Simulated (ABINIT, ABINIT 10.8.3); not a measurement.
# Lattice constants of wurtzite GaN with LDA, PBE, PBE+D3(BJ) and the Wu-Cohen functional

## Reference data

Gallium nitride in its stable wurtzite form has a hexagonal cell described by two lattice constants, a = 3.189 Å and c = 5.185 Å, taken here from a printed reference work on liquid phase growth of SiC and GaN. Both are compiled values, with neither the method nor the temperature stated. They agree with what is commonly regarded as the room-temperature cell of relaxed GaN, and are read in that sense here, which is an assumption of this study. The diffraction structure used as the starting point is slightly smaller, with a = 3.180 Å and c = 5.166 Å, so the two experimental cells differ by 0.009 Å in a and 0.019 Å in c. The Ga–N bond length is followed through the calculations but not compared with a measurement.

| compared with | measured | source's wording or label | method |
| --- | --- | --- | --- |
| a (Å) | 3.189 | a of hexagonal cell | compiled value, method not stated |
| c (Å) | 5.185 | c of hexagonal cell | compiled value, method not stated |

Conditions are those given with the value in the passage it was taken from; "not stated" means there, and the paper may say more elsewhere.

## Method

The aim is to find the cheapest level of theory that gives both lattice constants within 1 % of the reference. This target is wide enough to absorb the difference between the two experimental cells, a few tenths of a per cent, and the thermal and zero-point expansion absent from a static calculation, which for a stiff nitride is roughly 0.2 to 0.4 %. It is still narrow enough to expose a functional with a marked tendency to over- or underbind.

The model is the perfect four-atom primitive cell, with cell and atomic positions relaxed together. GaN is a nonmagnetic semiconductor, so a calculation without spin polarisation is appropriate. The work starts with the local density approximation (LDA) at a low plane-wave cutoff. Numerical settings are tightened before the functional is judged, and a gradient-corrected functional is tried if LDA proves inadequate.

System: GaN (gallium nitride), wurtzite; P6_3mc (No. 186), 4 atoms in the primitive cell; the database structure is a diffraction structure: a = 3.180 Å, c = 5.166 Å; structure from the Crystallography Open Database; note on this database entry: about 0.3 % short.

## 1. LDA at a low cutoff

LDA is the simplest functional, and PAW datasets allow a modest basis. It usually gives lattice constants about 1 % too small, so the result is expected near the edge of the target. A low cutoff can distort a variable-cell relaxation through Pulay stress; this first run is therefore a starting point for a convergence test.

**Run 1.** ABINIT 10.8.3: LDA, JTH PAW datasets, cell and atoms relaxed from the database structure, cutoff 14 Ha, 6x6x4 k mesh, Gaussian smearing 0.02 eV.

Key lines of the input:
```
# potential files: JTH PAW datasets, made for LDA
ecut 14
pawecutdg 28
ecutsm 0.5
dilatmx 1.06
optcell 2
ionmov 2
ntime 50
ngkpt 6 6 4
shiftk 0.0 0.0 0.0
occopt 7
tsmear 0.02 eV
nband 23
nstep 80
tolvrs 1.0d-10
diemac 6
pseudos "Ga.xml, N.xml"
ntypat 2
znucl 31 7
natom 4
typat 1 1 2 2
# ... acell, rprim, xred
```

Command:
```
OMP_NUM_THREADS=1 mpirun -n 4 abinit run.abi > run.log
```

Selected lines of the output:
```
 At Broyd/MD step  11, gradients are converged :
-Cartesian components of stress tensor (GPa)         [Pressure= -3.5285E-03 GPa]
```

Converged; 49 s on 4 cores of Arm Neoverse V2, shared host.

| quantity | run 1 | measured | deviation |
| --- | --- | --- | --- |
| a (Å) | 3.140 | 3.189 | −0.049 (−1.5 %) |
| c (Å) | 5.147 | 5.185 | −0.038 (−0.7 %) |
| Ga–N distance 1 (Å) | 1.923 |  |  |

The relaxed cell is too small in both directions, but unevenly: c lies within the target, whereas a is 1.5 % short and misses it. Underbinding is not the problem; the sign is the one usual for LDA. The residual pressure is close to zero, which shows that the relaxation is finished at this basis, not that the basis is sufficient. The functional therefore cannot yet be held responsible for the miss in a.

## 2. Cutoff and k mesh for LDA

The cutoff is raised in two steps on the same k mesh, and the mesh is made denser at the intermediate cutoff, so that the two influences can be separated. The cutoff is the likelier source of a change, since the gallium 3d and nitrogen 2p states are compact, while a semiconductor with a wide gap should need few k points. If a moves up by about half a per cent, LDA comes within the target. These relaxations remain inexpensive for a four-atom cell, so settling the numerical question comes before any change of functional.

**Run 2.** ABINIT 10.8.3: LDA, JTH PAW datasets, cell and atoms relaxed from the database structure, cutoff 20 Ha, 6x6x4 k mesh, Gaussian smearing 0.02 eV.

Key lines of the input, as changed from run 1:
```diff
- ecut 14
- pawecutdg 28
+ ecut 20
+ pawecutdg 40
```

Selected lines of the output:
```
            acell      5.9545453883E+00  5.9545453817E+00  9.7065543768E+00 Bohr
```

Converged; took 74 s.

**Run 3.** ABINIT 10.8.3: LDA, JTH PAW datasets, cell and atoms relaxed from the database structure, cutoff 26 Ha, 6x6x4 k mesh, Gaussian smearing 0.02 eV.

Key lines of the input, as changed from run 1:
```diff
- ecut 14
- pawecutdg 28
+ ecut 26
+ pawecutdg 52
```

Selected lines of the output:
```
            acell      5.9577549972E+00  5.9577549907E+00  9.7116323706E+00 Bohr
```

Converged; 46 s on 4 cores of AMD EPYC 9R45 96, shared host.

**Run 4.** ABINIT 10.8.3: LDA, JTH PAW datasets, cell and atoms relaxed from the database structure, cutoff 20 Ha, 9x9x6 k mesh, Gaussian smearing 0.02 eV.

Key lines of the input, as changed from run 2:
```diff
- ngkpt 6 6 4
+ ngkpt 9 9 6
```

Selected lines of the output:
```
            acell      5.9549970656E+00  5.9549970591E+00  9.7146804585E+00 Bohr
```

Converged; took 72 s.

| quantity | run 2 | run 3 | run 4 | measured |
| --- | --- | --- | --- | --- |
| a (Å) | 3.151 | 3.153 | 3.151 | 3.189 |
| c (Å) | 5.136 | 5.139 | 5.141 | 5.185 |
| Ga–N distance 1 (Å) | 1.927 | 1.928 | 1.927 |  |

Raising the cutoff from the lowest to the intermediate setting lengthens a by 0.011 Å and shortens c by about the same amount, so the first run had distorted the shape of the cell. The next increase adds only 0.002 Å to a and 0.003 Å to c. The denser k mesh leaves a unchanged to the third decimal and moves c by 0.005 Å.

At the highest cutoff c is 0.9 % short and stays within the target, while a is 1.1 % short, a narrow miss. The hoped-for half per cent in a did not fully materialise. The changes still seen in a are smaller than the 0.004 Å or so it lacks, but not by a wide factor, and the choice of potentials has not been tested.

## 3. Other potentials, and PBE

With so thin a margin, LDA is repeated with norm-conserving potentials, which need a much higher cutoff but test the PAW datasets independently. Alongside it, PBE is run at the intermediate cutoff, where it should cost about as much as LDA. Its gradient correction normally weakens the binding and lengthens the cell. The usual PBE error for such solids is an excess of about 1 %, so a result near the upper edge of the target is expected.

**Run 5.** ABINIT 10.8.3: LDA, PseudoDojo norm-conserving potentials, cell and atoms relaxed from the database structure, cutoff 42 Ha, 6x6x4 k mesh, Gaussian smearing 0.02 eV.

Key lines of the input, as changed from run 1:
```diff
- # potential files: JTH PAW datasets, made for LDA
- ecut 14
- pawecutdg 28
+ # potential files: PseudoDojo norm-conserving potentials, made for LDA
+ ecut 42
- pseudos "Ga.xml, N.xml"
+ pseudos "Ga.upf, N.upf"
```

Selected lines of the output:
```
            acell      5.9534438684E+00  5.9534438618E+00  9.7038077740E+00 Bohr
```

Converged; took 84 s.

**Run 6.** ABINIT 10.8.3: PBE, JTH PAW datasets, cell and atoms relaxed from the database structure, cutoff 20 Ha, 6x6x4 k mesh, Gaussian smearing 0.02 eV.

Key lines of the input, as changed from run 2:
```diff
- # potential files: JTH PAW datasets, made for LDA
+ # potential files: JTH PAW datasets, made for PBE
```

Selected lines of the output:
```
            acell      6.0898275541E+00  6.0898275474E+00  9.9131437304E+00 Bohr
```

Converged; took 43 s.

| quantity | run 5 | run 6 | measured |
| --- | --- | --- | --- |
| a (Å) | 3.150 | 3.223 | 3.189 |
| c (Å) | 5.135 | 5.246 | 5.185 |
| Ga–N distance 1 (Å) | 1.926 | 1.969 |  |

The norm-conserving potentials give LDA lattice constants within 0.004 Å of those from PAW at the highest cutoff. They leave a 1.2 % short and c just inside the limit, so the narrow LDA miss in a is not peculiar to one set of potentials.

PBE errs in the opposite direction. It overshoots a by 1.1 % and c by 1.2 %, slightly more than anticipated, and narrowly misses both targets. Thermal and zero-point expansion would lengthen the static PBE cell further and cannot account for this excess. The Ga–N bond is also longer than in LDA, by about 0.04 Å, so the whole tetrahedral framework expands with the change of functional.

## 4. Two ways to shorten the PBE cell

The reference lies between LDA and PBE, which suggests two remedies at similar cost. The Wu-Cohen functional modifies the gradient correction to exchange with solids in mind and should give a cell between the two. The D3(BJ) dispersion correction instead keeps PBE and adds an attraction that should contract it. Both are run at the cutoff and k mesh used for PBE, so that the effect of each change can be read directly. Wu-Cohen is used with datasets generated for PBE, a slight inconsistency in the treatment of the core. Both are expected to meet the target, Wu-Cohen with the smaller error.

**Run 7.** ABINIT 10.8.3: Wu-Cohen GGA, JTH PAW datasets, cell and atoms relaxed from the database structure, cutoff 20 Ha, 6x6x4 k mesh, Gaussian smearing 0.02 eV; PBE datasets.

Key lines of the input, as changed from run 6:
```diff
+ ixc 23
```

Selected lines of the output:
```
            acell      6.0241561380E+00  6.0241561314E+00  9.8125397074E+00 Bohr
```

Converged; took 38 s.

**Run 8.** ABINIT 10.8.3: PBE+D3(BJ), JTH PAW datasets, cell and atoms relaxed from the database structure, cutoff 20 Ha, 6x6x4 k mesh, Gaussian smearing 0.02 eV.

Key lines of the input, as changed from run 6:
```diff
+ vdw_xc 7
```

Selected lines of the output:
```
            acell      6.0492646614E+00  6.0492646548E+00  9.8478797119E+00 Bohr
```

Converged; took 46 s.

| quantity | run 7 | run 8 | measured |
| --- | --- | --- | --- |
| a (Å) | 3.188 | 3.201 | 3.189 |
| c (Å) | 5.193 | 5.211 | 5.185 |
| Ga–N distance 1 (Å) | 1.949 | 1.956 |  |

Both changes bring the cell within the target. Wu-Cohen gives a 0.001 Å below the reference and c 0.008 Å above it, while PBE with D3(BJ) remains too long by 0.012 Å in a and 0.026 Å in c. Relative to plain PBE, Wu-Cohen shortens a by roughly 0.035 Å and the dispersion correction by roughly 0.02 Å, so both act in the expected direction and Wu-Cohen has the larger effect.

The near coincidence of a with the reference should not be read as accuracy to 0.001 Å. In the LDA tests, cutoff and k mesh still moved the lattice constants by a few thousandths of an ångström, and neither setting was varied for Wu-Cohen or for PBE with D3(BJ). The use of PBE datasets with Wu-Cohen is likewise untested. The distance to the 1 % limits is much larger than the shifts seen in the LDA tests beyond the lowest cutoff, though these do not measure the numerical error of the other two levels.

## Comparison with experiment

| run | settings | a (Å) | deviation | c (Å) | deviation | cost |
| --- | --- | --- | --- | --- | --- | --- |
| 1 | LDA, cutoff 14 Ha | 3.140 | −0.049 (−1.5 %) | 5.147 | −0.038 (−0.7 %) | 3.3 core-min |
| 2 | LDA, JTH PAW datasets, cutoff 20 Ha, 6x6x4 k mesh | 3.151 | −0.038 (−1.2 %) | 5.136 | −0.049 (−0.9 %) | 4.9 core-min |
| 3 | LDA, cutoff 26 Ha | 3.153 | −0.036 (−1.1 %) | 5.139 | −0.046 (−0.9 %) | 3.1 core-min |
| 4 | LDA, 9x9x6 mesh | 3.151 | −0.038 (−1.2 %) | 5.141 | −0.044 (−0.9 %) | 4.8 core-min |
| 5 | LDA, PseudoDojo, cutoff 42 Ha | 3.150 | −0.039 (−1.2 %) | 5.135 | −0.050 (−1.0 %) | 5.6 core-min |
| 6 | PBE, JTH PAW datasets, cutoff 20 Ha, 6x6x4 k mesh | 3.223 | +0.034 (+1.1 %) | 5.246 | +0.061 (+1.2 %) | 2.9 core-min |
| 7 | Wu-Cohen GGA, PBE datasets | 3.188 | −0.001 (−0.0 %) | 5.193 | +0.008 (+0.1 %) | 2.6 core-min |
| 8 | PBE+D3(BJ), JTH PAW datasets, cutoff 20 Ha, 6x6x4 k mesh | 3.201 | +0.012 (+0.4 %) | 5.211 | +0.026 (+0.5 %) | 3.1 core-min |
|  | measured | 3.189 |  | 5.185 |  |  |

## Discussion

The Wu-Cohen functional meets the target of 1 % for both lattice constants: a agrees with the reference to 0.001 Å and c is 0.1 % too long. The relaxation took 2.6 core-minutes, and every other run also needed only a few core-minutes, so accuracy rather than cost decides between them. PBE with D3(BJ) also meets the target, with both constants about half a per cent too long. LDA narrowly misses in a and plain PBE narrowly misses in both constants; these margins are too thin to rank the two.

The static cells lack thermal and zero-point expansion, roughly 0.2 to 0.4 %. Including it would make the Wu-Cohen cell slightly too large but leave it within the target, so the near-exact value of a owes something to cancellation. The same expansion could bring LDA inside the limit, whereas it would worsen plain PBE. The contraction from D3(BJ) offsets part of the excess length of PBE, but this does not establish that missing dispersion was its cause.

Raising the cutoff from its lowest setting mattered most among the numerical tests, because it corrected the shape of the LDA cell. The denser k mesh changed little, and the norm-conserving potentials confirmed the LDA result.

Cutoff, k mesh and the use of PBE datasets were not tested for Wu-Cohen itself, so its success rests on a single relaxation. The reference is a compiled value without a stated temperature, which also prevents a firm correction for expansion. Agreement at the level of a few thousandths of an ångström therefore carries no weight, while agreement within 1 % leaves ample room.

[Logs are printed without paths, hosts, clocks, repeated set-up lines and the standing remarks that a program may print on its own settings, such as how far it seeks lower states.]

[The runs shown are a pick from a larger set of finished runs; failed, doubtful and other runs were left out of it ahead of writing. So were measured values far from every level or from commonly accepted values, and agreement can look better than it is. Lines of input and output are excerpts and may be shortened.]
